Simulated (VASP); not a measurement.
# K (Im-3m) in VASP: a series of runs, part 2 of 2

VASP 6.6.1. Earlier steps stand in the parts before.

**4. Single point, PBEsol**

INCAR

```
ALGO = Normal
EDIFF = 1E-6
ENCUT = 520
GGA = PS
ISIF = 2
ISMEAR = 1
KPAR = 4
LASPH = T
LCHARG = F
LREAL = F
LWAVE = F
NELM = 80
PREC = Accurate
SIGMA = 0.1
```

KPOINTS

```
k-points
0
Gamma
  6 6 6
```

POSCAR

```
K
1.0
   -2.6125000000      2.6125000000      2.6125000000
    2.6125000000     -2.6125000000      2.6125000000
    2.6125000000      2.6125000000     -2.6125000000
K
1
Direct
    0.0000000000      0.0000000000      0.0000000000
```

The run is started by

```bash
> cat potpaw_PBE.64/K_sv/POTCAR > POTCAR
> mpirun -np 4 vasp_std > vasp.out
```

Run time: 3.4 s. Hardware: 4 MPI ranks of Intel Xeon 6975P-C (Granite Rapids), shared host; peak memory 0.18 GiB.

It converged, with:

```
Free energy            : -1.1123 eV
Pressure               : 0.0 GPa
Band gap on the k mesh : none (metal or under the smearing width)
```

Levels at points of the mesh, in eV from the Fermi level:
| k point | band 2 | band 3 | band 4 | band 5 | band 6 | band 7 |
| --- | --- | --- | --- | --- | --- | --- |
| (0.00, 0.00, 0.00) | -15.50 | -15.50 | -15.50 | -2.23 | 4.30 | 4.30 |
| (0.50, 0.00, 0.00) | -15.58 | -15.53 | -15.50 | 0.42 | 0.68 | 3.15 |
| (0.50, 0.50, 0.50) | -15.56 | -15.56 | -15.56 | 1.64 | 1.64 | 3.53 |

Caveat: the PAW data sets were made with another functional, which shifts forces and pressure a little.

**5. Relaxation of cell and atoms, PBEsol**

INCAR

```
SYSTEM = K
PREC = Accurate
ENCUT = 600
EDIFF = 1E-6
ISMEAR = 1
SIGMA = 0.1
LREAL = .False.
LASPH = .True.
NELM = 80
ALGO = Normal
ISIF = 3
LWAVE = .False.
LCHARG = .False.
GGA = PS
IBRION = 2
NSW = 90
EDIFFG = -0.01
KPAR = 2
```

KPOINTS

```
Automatic mesh
0
Gamma
  10 10 10
  0 0 0
```

POSCAR is that of step 4.

Potentials or basis: VASP PAW PBE potentials, release 64 (K_sv).

The run is started by

```bash
> cat potpaw_PBE.64/K_sv/POTCAR > POTCAR
> mpirun -np 2 vasp_std > vasp.out
```

OUTCAR:

```text
SYSTEM = K
   PREC = Accurate
   ENCUT = 600
   EDIFF = 1E-6
   ISMEAR = 1
   LREAL = .False.
   LASPH = .True.
   NELM = 80
   ISIF = 3
   GGA = PS
   IBRION = 2
   NSW = 90
   EDIFFG = -0.01

 ion  position               nearest neighbor table
   1  0.000  0.000  0.000-

  LATTYP: Found a body centered cubic cell.
 ALAT       =     5.2250000000

  Lattice vectors:

 A1 = (  -2.6125000000,   2.6125000000,   2.6125000000)
 A2 = (   2.6125000000,  -2.6125000000,   2.6125000000)
 A3 = (   2.6125000000,   2.6125000000,  -2.6125000000)

Analysis of symmetry for initial positions (statically):
=====================================================================
 Subroutine PRICEL returns:
 Original cell was already a primitive cell.

 Routine SETGRP: Setting up the symmetry group for a
 body centered cubic supercell.

 Subroutine GETGRP returns: Found 48 space group operations
 (whereof 48 operations were pure point group operations)
 out of a pool of 48 trial point group operations.

The static configuration has the point symmetry O_h .

Analysis of symmetry for dynamics (positions and initial velocities):
=====================================================================
 Subroutine PRICEL returns:
 Original cell was already a primitive cell.

 Routine SETGRP: Setting up the symmetry group for a
 body centered cubic supercell.

 Subroutine GETGRP returns: Found 48 space group operations
 (whereof 48 operations were pure point group operations)
 out of a pool of 48 trial point group operations.

The dynamic configuration has the point symmetry O_h .

 Subroutine INISYM returns: Found 48 space group operations
 (whereof 48 operations are pure point group operations),
 and found     1 'primitive' translations

----------------------------------------------------------------------------------------
[... 108 lines left out ...]
   IALGO  =     38    algorithm
   IMIX   =      4    mixing-type and parameters
     AMIX     =   0.40;   BMIX     =  1.00
     AMIX_MAG =   1.60;   BMIX_MAG =  1.00
  volume/ion in A,a.u.               =      71.32       481.31
  Fermi-wavevector in a.u.,A,eV,Ry     =   0.821131  1.551714  9.173822  0.674257
  Thomas-Fermi vector in A             =   1.932236
   LORBIT       =      0    0 simple, 1 ext, 2 COOP (PROOUT), +10 PAW based schemes
   GGA     = PS    functional components
   LHFCALC =     F    Hartree Fock is set to
   AEXX    =    0.0000 exact exchange contribution
   IVDW    =     0    specifies the selected vdW correction
   LEPSILON=     F    determine dielectric tensor
   LRPA    =     F    only Hartree local field effects (RPA)
 conjugate gradient relaxation of ions
 non-spin polarized calculation
 Methfessel and Paxton  Order N= 1 SIGMA  =   0.10
  energy-cutoff  :      600.00
  volume of cell :       71.32
 maximum number of plane-waves:      2404
   NGX = 19   NGY = 19   NGZ = 19

 number of electron       9.0000000 magnetization

 Free energy of the ion-electron system (eV)
  ---------------------------------------------------
  ext. energy  EPLUGINS =         0.00000000
  ---------------------------------------------------
  free energy    TOTEN  =        -1.13015722 eV

  energy without entropy =       -1.12910633  energy(sigma->0) =       -1.12980692

 E-fermi :  -0.1058     XC(G=0):  -5.7736

 val. band max:       -0.1116774174   @ k =   0.3000   0.2000   0.0000
 cond. band min:      -0.0160563345   @ k =  -0.4000   0.4000   0.2000
 fundamental gap:      0.0956210830
 Fermi energy:        -0.1058143637

 k-point     1 :       0.0000    0.0000    0.0000
  band No.  band energies     occupation
      1     -32.0746      2.00000
      2     -15.5824      2.00000
      3     -15.5824      2.00000
      4     -15.5824      2.00000
      5      -2.3033      2.00000
      6       4.2247      0.00000
      7       4.2247      0.00000
      8       4.2247      0.00000
[... 243 lines left out ...]
 k-point    24 :      -0.3000    0.3000    0.1000
  band No.  band energies     occupation
      1     -32.0710      2.00000
      2     -15.6318      2.00000
      3     -15.6020      2.00000
      4     -15.5881      2.00000
      5      -1.0915      2.00000
      6       2.4377      0.00000
      7       3.3931      0.00000
      8       4.3074      0.00000

 [... further k-points ...]
[... 5 lines left out ...]
  --------------------------------------------------------------------------------------
  -------------------------------------------------------------------------------------
  Total       -0.0072090     -0.0072090     -0.0072090      0.0000000     -0.0000000      0.0000000
  in kB       -0.1619403     -0.1619403     -0.1619403      0.0000000     -0.0000000      0.0000000
  external PRESSURE =      -0.1619403 kB  Pullay stress =       0.0000000 kB

 VOLUME and BASIS-vectors are now :
 -----------------------------------------------------------------------------
  energy-cutoff  :      600.00
  volume of cell :       71.32
      direct lattice vectors                 reciprocal lattice vectors
    -2.612500000  2.612500000  2.612500000     0.000000000  0.191387560  0.191387560
     2.612500000 -2.612500000  2.612500000     0.191387560  0.000000000  0.191387560
     2.612500000  2.612500000 -2.612500000     0.191387560  0.191387560  0.000000000

 POSITION                                       TOTAL-FORCE (eV/Angst)
 -----------------------------------------------------------------------------------
      0.00000      0.00000      0.00000         0.000000      0.000000     -0.000000
 -----------------------------------------------------------------------------------
    total drift:                               -0.000000      0.000000      0.000000

  FREE ENERGIE OF THE ION-ELECTRON SYSTEM (eV)
  ---------------------------------------------------
  free  energy   TOTEN  =        -1.1301572198 eV

  energy  without entropy=       -1.1291063251  energy(sigma->0) =       -1.12980692

 reached required accuracy - stopping structural energy minimisation
```

OSZICAR:

```text
N       E                     dE             d eps       ncg     rms          rms(c)
DAV:   1     0.490771015149E+02    0.49077E+02   -0.39774E+03   752   0.981E+02
DAV:   2     0.609977561085E+00   -0.48467E+02   -0.48223E+02   760   0.217E+02
DAV:   3    -0.107371663022E+01   -0.16837E+01   -0.16812E+01  1192   0.370E+01
DAV:   4    -0.113186727817E+01   -0.58151E-01   -0.57658E-01  1120   0.500E+00
DAV:   5    -0.113245316194E+01   -0.58588E-03   -0.58587E-03  1288   0.398E-01    0.200E+00
DAV:   6    -0.113054537644E+01    0.19078E-02   -0.36812E-03  1224   0.503E-01    0.130E+00
DAV:   7    -0.113014057859E+01    0.40480E-03   -0.65355E-03  1136   0.616E-01    0.901E-02
DAV:   8    -0.113014273790E+01   -0.21593E-05   -0.42323E-04  1144   0.278E-01    0.266E-02
DAV:   9    -0.113015806288E+01   -0.15325E-04   -0.19927E-05  1200   0.451E-02    0.147E-02
DAV:  10    -0.113015721985E+01    0.84303E-06   -0.36339E-06  1104   0.170E-02
   1 F= -.11301572E+01 E0= -.11298069E+01  d E =-.113016E+01
```

It took 11 s on 2 MPI ranks of Intel Xeon Platinum 8259CL at 2.50GHz (Skylake/Cascade Lake), shared host; peak memory 0.2 GiB.

What came out:

```yaml
Free_energy: -1.1302 eV
Pressure_after_relaxing: 0.0 GPa
Band_gap_on_the_k_mesh: none (metal or under the smearing width)
```

Final structure:
```xyz
1
Lattice="-2.6125 2.6125 2.6125 2.6125 -2.6125 2.6125 2.6125 2.6125 -2.6125" Properties=species:S:1:pos:R:3 pbc="T T T"
K     0.0000    0.0000    0.0000
```

Caveat: the relaxation stopped at its first step, so nothing moved; the PAW data sets were made with another functional, which shifts forces and pressure a little.

**6. Overview**

```tsv
task	level	cell	k mesh	cutoff (eV)	gap on the mesh (eV)	pressure (GPa)
relaxation of cell and atoms	r2SCAN	relaxed	10 × 10 × 10	600	none	0.0
single point	PBEsol	Im-3m, 71.32 Å³/atom	6 × 6 × 6	520	none	0.0
relaxation of cell and atoms	PBEsol	relaxed	10 × 10 × 10	600	none	0.0
```

Alike in all rows: potentials or basis VASP PAW PBE potentials, release 64 (K_sv); no spin polarisation; smearing methfessel-paxton 0.1 eV.

Caveats: the PAW data sets were made with another functional, which shifts forces and pressure a little; the relaxation stopped at its first step, so nothing moved (some runs).

Absolute energies hang on the potentials; compare differences alone.
